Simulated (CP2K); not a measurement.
The system is Hf.

```
Hf
1.0
     3.13955    0.00000    0.00000
     1.56978    2.71893    0.00000
     1.56978    0.90631    2.56344
Hf
1
Direct
  0.00000 0.00000 0.00000
```

This isn't the form of Hf at room conditions, which is hcp.

Base run:

- Program: CP2K 2026.2
- Functional: PBE
- Potentials or basis: POTENTIAL_UZH Hf GTH-PBE-q12; TZVP-MOLOPT-PBE-GTH basis
- Density cutoff: 6123 eV
- k mesh: 10 × 10 × 10
- Occupations: fermi-dirac, width 0.05 eV
- Spin: no spin polarisation

Its results: band gap on the k mesh none (metal or under the smearing width); pressure 3.2 GPa.

Problem. The run is repeated on the same cell with these changes: functional from PBE to RPBE; occupations from fermi-dirac, width 0.05 eV to gaussian, width 0.05 eV. What comes out?

Solution. Band gap on the k mesh none (metal or under the smearing width); pressure 5.4 GPa.

Caveats: the basis of atomic orbitals isn't converged, which shifts pressures, moduli and gaps; the potentials were made for another functional, which shifts forces and pressure (some runs).
